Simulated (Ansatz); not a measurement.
**Cu2O (Pn-3m): probes of nuclei, edges and cores**

Aim: for Cu2O (Pn-3m) in the cell below, make these runs: field gradients and densities at the nuclei; the cell as listed in the source.

The COD entry's cell or inner coordinates are ideal or old and differ from later refinements, so a difference from it is no clean test against experiment.

Computed with Ansatz 0.2.0 (DFT r²SCAN, scalar-relativistic, plane waves, PAW, unless a step's input says otherwise).

**1. The structure to begin with**

The structure is cubic, space group Pn-3m (No. 224). Conventional cell: a = 4.246 Å, b = 4.246 Å, c = 4.246 Å, α = 90.00°, β = 90.00°, γ = 90.00°. Cu (site symmetry -3m) is surrounded by 2 O at 1.84 Å. O (site symmetry -43m) has 4 Cu at 1.84 Å as nearest neighbours.

Structure file:

```cif
data_structure
_symmetry_space_group_name_H-M 'Pn-3m:1'
_symmetry_Int_Tables_number 224
_cell_length_a 4.2457
_cell_length_b 4.2457
_cell_length_c 4.2457
_cell_angle_alpha 90.000
_cell_angle_beta 90.000
_cell_angle_gamma 90.000
_cell_volume 76.53
loop_
_atom_site_label
_atom_site_type_symbol
_atom_site_symmetry_multiplicity
_atom_site_Wyckoff_symbol
_atom_site_fract_x
_atom_site_fract_y
_atom_site_fract_z
_atom_site_occupancy
Cu1 Cu 4 b 0.25000 0.25000 0.25000 1
O1 O 2 a 0.00000 0.00000 0.00000 1
```

An earlier run at r²SCAN left this cell at 12.755 Å³/atom and 0.00 GPa (8×8×8 mesh).

**2. Field gradients and densities at the nuclei**

The input, input.yaml:

```yaml
crystal:
  lattice:
    - [4.2456753514, 0.0, 0.0]
    - [0.0, 4.2456753514, 0.0]
    - [0.0, 0.0, 4.2456753514]
  atoms:
    - { symbol: Cu, position: [0.25, 0.25, 0.25] }
    - { symbol: Cu, position: [0.25, 0.75, 0.75] }
    - { symbol: Cu, position: [0.75, 0.75, 0.25] }
    - { symbol: Cu, position: [0.75, 0.25, 0.75] }
    - { symbol: O, position: [0.0, 0.0, 0.0] }
    - { symbol: O, position: [0.5, 0.5, 0.5] }
basis:
  ecutwfc: 500
  ecutrho_ratio: 4
kpoints:
  mp_grid: { grid: [8, 8, 8] }
hamiltonian:
  xc: r2scan
scf:
  occupations: { method: gaussian, width: 0.05 }
output:
  forces: true
  stress: true
  eigenvalues: true
  efg:
    contact_densities: true
    quadrupole_moments_barn: { O: -0.02558, Cu: -0.22 }
```

The run is started by

```
ansatz run input.yaml --threads 1 --pin off --max-ram 2560MiB --backend cpu --events-out ev --progress --plain --runs-dir out
```

Log (excerpt; [...] marks lines left out):

```text
Warning: RAYON_NUM_THREADS=1 ignored (pool sized by the plan → 1); use --threads N
[...]
Pseudopotentials: kind: paw
Pseudopotential: Cu, paw, valence charge 19, recommended cutoff 500 eV (meta_gga), Cu.paw.azcp
Pseudopotential: O, paw, valence charge 6, recommended cutoff 500 eV (meta_gga), O.paw.azcp
Functional definition: r2SCAN
[...]
Crystal: 6 atoms, lattice volume = 76.532 Å³
Basis set: ecut = 500 eV, 1935 PW (Γ), exchange–correlation on 128×128×128 points (64 copies of the dense FFT grid, shifted against one another)
Bands: 53, of which v1, the nominal top of the filled ones, is band 44 counted from 1 (43 counted from 0)
Symmetry: 48 space group operations
Space group: Pn-3m (ITA 224), of the structure as read, at distance tolerance 4.2e-5 Å
k-points: 35 of 512
[...]
SCF iter   1: F=—  HF=-27659.901013 eV  |F-HF|=—  |Δ(HF+E_count)|=         —  Δρ=3.50e-2  dr2=5.54e-1  dr2_τ=1.18e-1  ethr=1.77e-3  ⟨swp⟩=6.1  Hψ=6773  notcnv=0  defer=4
[...]
SCF iter   8: F=-27659.841870 eV  HF=-27659.841870 eV  |F-HF|=3.14e-8  |Δ(HF+E_count)|=   1.48e-7  Δρ=8.40e-6  dr2=6.70e-8  dr2_τ=2.91e-9  ethr=1.14e-10  ⟨swp⟩=7.0  Hψ=7260  notcnv=0
[...]
SCF converged after 8 iterations
Free energy (F): -27659.841870 eV
[...]
E sigma→0 (E₀):  -27659.841870 eV
Fermi energy:    11.378215 eV
[...]
--- Forces (eV/Å), atoms counted from 1 ---
  atom   1  Cu     0.00000000    -0.00000000    -0.00000000
  atom   2  Cu     0.00000000    -0.00000000    -0.00000000
  atom   3  Cu     0.00000000    -0.00000000     0.00000000
  atom   4  Cu     0.00000000    -0.00000000    -0.00000000
  atom   5  O     -0.00000000     0.00000000     0.00000000
  atom   6  O      0.00000000     0.00000000    -0.00000000
[...]
--- Stress (GPa, compression-positive) ---
        0.004478       0.000000       0.000000
        0.000000       0.004478       0.000000
        0.000000       0.000000       0.004478
  P = ⅓ Tr σ = 0.0045 GPa (0.045 kbar)
--- PAW observables at the nuclei: V_zz in 10²¹ V/m², potentials from the cell's mean, atoms counted from 1 ---
  atom   1  Cu V_zz =    -8.045766   η = 0.0000   by run symmetry: allowed   C_q = +42.8001 MHz
            electrostatic potential = -3757.387494 V   contact ρ = 147418.991961 e/Å³
  atom   2  Cu V_zz =    -8.045766   η = 0.0000   by run symmetry: allowed   C_q = +42.8001 MHz
            electrostatic potential = -3757.387494 V   contact ρ = 147418.991961 e/Å³
[...]
            electrostatic potential = -3757.387494 V   contact ρ = 147418.991961 e/Å³
[...]
            electrostatic potential = -3757.387494 V   contact ρ = 147418.991961 e/Å³
[...]
            electrostatic potential = -623.448264 V   contact ρ = 2150.727732 e/Å³
[...]
            electrostatic potential = -623.448264 V   contact ρ = 2150.727732 e/Å³
--- Band table (eV; the first three rows and the last of 35) ---
[...]
```

Run time: 15 s. Hardware: 1 thread of Intel Xeon at 2.70GHz, shared host; peak memory 0.58 GiB.

This gives: volume 12.755 Å³/atom, pressure 0.00 GPa, mesh gap 0.79 eV.

| site | Vzz (10²¹ V/m²) | η | isotope | CQ (MHz) |
| --- | --- | --- | --- | --- |
| Cu1 | -8.046 | 0.00 | 63Cu | 42.80 |
| Cu2 | -8.046 | 0.00 | 63Cu | 42.80 |
| Cu3 | -8.046 | 0.00 | 63Cu | 42.80 |
| Cu4 | -8.046 | 0.00 | 63Cu | 42.80 |
| O5 | 0.000 | 0.00 | 17O | 0.00 |
| O6 | 0.000 | 0.00 | 17O | 0.00 |

**3. The cell as listed in the source**

input.yaml, as its differences from that of step 2:

```diff
@@ -2,5 +2,5 @@
   lattice:
-    - [4.2456753514, 0.0, 0.0]
-    - [0.0, 4.2456753514, 0.0]
-    - [0.0, 0.0, 4.2456753514]
+    - [4.26, 0.0, 0.0]
+    - [0.0, 4.26, 0.0]
+    - [0.0, 0.0, 4.26]
   atoms:
@@ -25,2 +25,3 @@
   eigenvalues: true
+  populations: true
   efg:
```

The run is started by

```
ansatz run input.yaml --threads 1 --pin off --max-ram 2560MiB --backend cpu --events-out ev --progress --plain --runs-dir out
```

Log:

```text
Warning: RAYON_NUM_THREADS=1 ignored (pool sized by the plan → 1); use --threads N
Engine: ansatz 0.2.0, x86_64-unknown-linux-gnu
[... 4 set-up lines as earlier in the session ...]
  parameter k0 = 0.174
  parameter k1 = 0.065
  parameter a1 = 4.9479
  exchange = r2scan_x(k0 = k0, k1 = k1, a1 = a1)
  correlation = r2scan_c
Crystal: 6 atoms, lattice volume = 77.309 Å³
Basis set: ecut = 500 eV, 1935 PW (Γ), exchange–correlation on 128×128×128 points (64 copies of the dense FFT grid, shifted against one another)
Bands: 53, of which v1, the nominal top of the filled ones, is band 44 counted from 1 (43 counted from 0)
[... 1 set-up line as earlier in the session ...]
Space group: Pn-3m (ITA 224), of the structure as read, at distance tolerance 4.3e-5 Å
k-points: 35 of 512
Non-local potential: Cu, projectors of the file, l = 0: 3, l = 1: 2, l = 2: 3, l = 3: 1
Non-local potential: O, projectors of the file, l = 0: 2, l = 1: 2, l = 2: 1
PAW form: soft (Blöchl's): semilocal exchange-correlation on the pseudo side does not see the compensation charge
PAW frozen core: Cu, regenerated for the run's functional (the file was generated under x = pbe(κ = 0.804, μ = 0.2195149727645171), c = pbe(β = 0.06672455060314922))
PAW frozen core: O, regenerated for the run's functional (the file was generated under x = pbe(κ = 0.804, μ = 0.2195149727645171), c = pbe(β = 0.06672455060314922))
PAW one-centre angular grid: Cu, 590 points (default); XC on 160 Gauss nodes
PAW one-centre angular grid: O, 302 points (default); XC on 160 Gauss nodes
Initial density: superposition of atomic densities (neutral atoms: chi_scale 0, normalization atom), corrected by the library's trained network
Initial wavefunctions: pseudopotential atomic-orbital guess
Functional: x = r2scan, c = r2scan; τ floored in thin density (d = 2e-4 eV/Å³)
SCF iter   1: F=—  HF=-27659.899693 eV  |F-HF|=—  |Δ(HF+E_count)|=         —  Δρ=3.49e-2  dr2=5.59e-1  dr2_τ=1.16e-1  ethr=1.77e-3  ⟨swp⟩=6.0  Hψ=6768  notcnv=0  defer=3
preconditioner: auto → Resta (q_TF=auto, 2.788 Å⁻¹)  ε∞=9.6  [insulator: Δε(μ)=0.755 eV  Ē_g=10.775 eV  σ=0.050 eV  W_gap=1.00  n_scr=26 (ndim 8)  ℏωp=31.6 eV  f_vac=0.022  D(μ)=0.00/eV (n_scr^D=0)  ε∞_Penn≈9.6]
SCF iter   2: F=—  HF=-27659.896419 eV  |F-HF|=—  |Δ(HF+E_count)|=   3.27e-3  Δρ=1.80e-2  dr2=1.22e-1  dr2_τ=5.95e-3  ethr=6.35e-4  ⟨swp⟩=2.5  Hψ=3079  notcnv=0  defer=103
SCF iter   3: F=—  HF=-27659.844644 eV  |F-HF|=—  |Δ(HF+E_count)|=   5.18e-2  Δρ=7.62e-3  dr2=3.27e-2  dr2_τ=6.57e-4  ethr=1.38e-4  ⟨swp⟩=2.4  Hψ=3140  notcnv=0  defer=103
SCF iter   4: F=—  HF=-27659.838123 eV  |F-HF|=—  |Δ(HF+E_count)|=   6.52e-3  Δρ=1.38e-3  dr2=1.35e-3  dr2_τ=6.54e-5  ethr=3.71e-5  ⟨swp⟩=1.0  Hψ=2135  notcnv=0  defer=103
SCF iter   5: F=—  HF=-27659.838637 eV  |F-HF|=—  |Δ(HF+E_count)|=   5.14e-4  Δρ=9.36e-4  dr2=2.61e-4  dr2_τ=2.10e-5  ethr=1.53e-6  ⟨swp⟩=2.0  Hψ=2616  notcnv=0  defer=103
SCF iter   6: F=—  HF=-27659.838761 eV  |F-HF|=—  |Δ(HF+E_count)|=   1.24e-4  Δρ=1.49e-4  dr2=1.50e-5  dr2_τ=6.54e-7  ethr=2.96e-7  ⟨swp⟩=2.0  Hψ=2452  notcnv=0  defer=103
SCF iter   7: F=—  HF=-27659.838755 eV  |F-HF|=—  |Δ(HF+E_count)|=   5.85e-6  Δρ=4.28e-5  dr2=1.22e-6  dr2_τ=4.68e-8  ethr=1.70e-8  ⟨swp⟩=2.0  Hψ=2568  notcnv=0  defer=103
SCF iter   8: F=-27659.838755 eV  HF=-27659.838755 eV  |F-HF|=2.98e-8  |Δ(HF+E_count)|=   1.68e-7  Δρ=8.21e-6  dr2=6.65e-8  dr2_τ=2.55e-9  ethr=1.14e-10  ⟨swp⟩=7.6  Hψ=7895  notcnv=0
SCF 1 converged in 8 iterations: F = -27659.838755 eV  dr2 = 6.65e-8
SCF converged after 8 iterations
Free energy (F): -27659.838755 eV
Harris-Foulkes:  -27659.838755 eV  (|F-HF|=2.98e-8)
Internal energy: -27659.838755 eV  (E = F + TS)
E sigma→0 (E₀):  -27659.838755 eV
Fermi energy:    11.189213 eV
--- Per-component energies (eV) ---
  E_band       = -1941.617284
  E_kinetic    = 1546.300667
  E_local      = -19791.604344  (includes V_loc(G=0)·N_el)
  E_nonlocal   = 1699.581298
  E_hartree    = 8660.491365
  E_xc         = -474.187884
  E_vxc        = -696.980337  (∫ρ·V_xc dr)
  E_paw        = -7048.895055  (= ΣΔE_a)
  E_vpaw       = -2067.513256  (= ΣTr[D̂ρ^β])
  E_aug_tail   = 0.002661  (compensation charges beyond the density's cutoff)
  E_vtau       = 47.640899  (kinetic-family band-sum trace: ∫τ·v_τ [+ j·A + Jᵃ·Aᵃ] dr)
  E_ewald      = -12250.259150
  E_core_change = -1.268314  (= ΣΔE_core)
  E_smearing   = -0.000000  (= −TS)
  E_closure    = 0.000000  (closes the sum)
  Σ components = -27659.838755   (vs F -27659.838755, Δ=0.00e0)
--- Forces (eV/Å), atoms counted from 1 ---
  atom   1  Cu     0.00000000    -0.00000000     0.00000000
  atom   2  Cu     0.00000000     0.00000000    -0.00000000
  atom   3  Cu     0.00000000    -0.00000000     0.00000000
  atom   4  Cu     0.00000000    -0.00000000    -0.00000000
  atom   5  O      0.00000000    -0.00000000     0.00000000
  atom   6  O      0.00000000    -0.00000000     0.00000000
  max |Σ_I F_I| component: 3.47e-18 eV/Å
--- Stress (GPa, compression-positive) ---
       -1.250466       0.000000       0.000000
        0.000000      -1.250466       0.000000
        0.000000       0.000000      -1.250466
  P = ⅓ Tr σ = -1.2505 GPa (-12.505 kbar)
--- PAW observables at the nuclei: V_zz in 10²¹ V/m², potentials from the cell's mean, atoms counted from 1 ---
  atom   1  Cu V_zz =    -7.838431   η = 0.0000   by run symmetry: allowed   C_q = +41.6971 MHz
            electrostatic potential = -3757.236120 V   contact ρ = 147418.588402 e/Å³
  atom   2  Cu V_zz =    -7.838431   η = 0.0000   by run symmetry: allowed   C_q = +41.6971 MHz
            electrostatic potential = -3757.236120 V   contact ρ = 147418.588402 e/Å³
  atom   3  Cu V_zz =    -7.838431   η = 0.0000   by run symmetry: allowed   C_q = +41.6971 MHz
            electrostatic potential = -3757.236120 V   contact ρ = 147418.588402 e/Å³
  atom   4  Cu V_zz =    -7.838431   η = 0.0000   by run symmetry: allowed   C_q = +41.6971 MHz
            electrostatic potential = -3757.236120 V   contact ρ = 147418.588402 e/Å³
  atom   5  O  V_zz =    +0.000000   η = 0.0000   by run symmetry: forbidden   C_q = -0.0000 MHz
            electrostatic potential = -623.298004 V   contact ρ = 2150.792591 e/Å³
  atom   6  O  V_zz =    +0.000000   η = 0.0000   by run symmetry: forbidden   C_q = -0.0000 MHz
            electrostatic potential = -623.298004 V   contact ρ = 2150.792591 e/Å³
--- Band table (eV; the first three rows and the last of 35) ---
  k-point 0: bands = ["-105.0657", "-105.0642", "-105.0642", "-105.0642", "-61.0520", "-61.0375", "-61.0375", "-61.0375", "-60.8523", "-60.8523", "-60.8447", "-60.8447", "-60.8447", "-60.8413", "-60.8413", "-60.8413", "-10.5442", "-9.8273", "3.3165", "3.3165", "3.3165", "5.7513", "5.7513", "5.7513", "5.9294", "7.6942", "7.6942", "7.8688", "7.8688", "7.8688", "8.6879", "8.6879", "8.8339", "8.8339", "8.8339", "8.9348", "8.9348", "8.9348", "9.1598", "9.1598", "9.1598", "10.8020", "10.8020", "10.8020", "11.5729", "12.2842", "12.2842", "19.2334", "19.2334", "19.2334", "20.5105", "20.5105", "20.5105"]
  k-point 1: bands = ["-105.0657", "-105.0643", "-105.0642", "-105.0642", "-61.0515", "-61.0380", "-61.0374", "-61.0374", "-60.8520", "-60.8519", "-60.8450", "-60.8446", "-60.8446", "-60.8417", "-60.8414", "-60.8414", "-10.5166", "-9.8541", "3.3562", "3.3757", "3.3757", "5.3759", "5.6006", "5.6006", "6.2248", "7.7224", "7.7894", "7.8730", "7.9779", "7.9779", "8.6817", "8.6991", "8.8024", "8.8591", "8.8591", "8.8947", "8.9677", "8.9677", "9.0714", "9.1434", "9.1434", "10.2409", "10.7642", "10.7642", "11.7106", "12.5334", "12.8834", "18.8892", "19.1506", "19.1506", "19.6413", "20.1435", "20.1435"]
  k-point 2: bands = ["-105.0655", "-105.0644", "-105.0642", "-105.0642", "-61.0499", "-61.0396", "-61.0374", "-61.0374", "-60.8512", "-60.8507", "-60.8458", "-60.8444", "-60.8444", "-60.8429", "-60.8416", "-60.8416", "-10.4378", "-9.9303", "3.4784", "3.5447", "3.5447", "4.8797", "5.2497", "5.2497", "6.5708", "7.8083", "7.8626", "7.9937", "8.2026", "8.2026", "8.6656", "8.7015", "8.7088", "8.7312", "8.8489", "8.8489", "8.9639", "9.0794", "9.0794", "9.1589", "9.1589", "9.4410", "10.6571", "10.6571", "12.1044", "13.1966", "13.6315", "18.1404", "18.6267", "18.9517", "18.9517", "19.5070", "19.5070"]
  k-point 34: bands = ["-105.0647", "-105.0645", "-105.0645", "-105.0645", "-61.0525", "-61.0374", "-61.0374", "-61.0374", "-60.8515", "-60.8515", "-60.8515", "-60.8417", "-60.8417", "-60.8416", "-60.8416", "-60.8416", "-10.3791", "-9.9002", "3.4206", "3.4206", "3.4206", "4.8905", "4.8905", "4.8905", "7.5313", "7.5313", "7.5313", "8.1830", "8.1830", "8.4207", "8.4207", "8.4207", "8.7936", "8.7936", "8.7936", "8.9482", "8.9482", "8.9482", "9.1074", "9.1074", "9.8876", "10.2050", "10.2050", "10.2050", "13.5164", "13.5164", "13.5164", "16.0456", "16.0456", "16.0456", "18.3769", "19.0265", "25.3126"]
--- Löwdin populations: 6 sites ---
  site symbol       q [e]
     0     Cu     18.4279
     1     Cu     18.4279
     2     Cu     18.4279
     3     Cu     18.4279
     4      O      6.9732
     5      O      6.9732
  spilling = 0.003885 (of n_electrons = 88.000000)
```

Wall time 18 s (1 thread of Intel Xeon at 2.70GHz, shared host); peak memory 0.59 GiB.

Read off: volume 12.885 Å³/atom, pressure -1.25 GPa, mesh gap 0.77 eV.

| site | Vzz (10²¹ V/m²) | η | isotope | CQ (MHz) |
| --- | --- | --- | --- | --- |
| Cu1 | -7.838 | 0.00 | 63Cu | 41.70 |
| Cu2 | -7.838 | 0.00 | 63Cu | 41.70 |
| Cu3 | -7.838 | 0.00 | 63Cu | 41.70 |
| Cu4 | -7.838 | 0.00 | 63Cu | 41.70 |
| O5 | 0.000 | 0.00 | 17O | 0.00 |
| O6 | 0.000 | 0.00 | 17O | 0.00 |

**4. Results**

| quantity | value |
| --- | --- |
| largest field gradient | -8.05 × 10²¹ V/m² at Cu1 |
| largest field gradient (listed cell) | -7.84 × 10²¹ V/m² at Cu1 |
| pressure at the listed cell | -1.3 GPa |

**Reading.** At the listed cell this level shows -1.3 GPa: it wants a smaller volume, 12.76 against 12.88 Å³/atom.
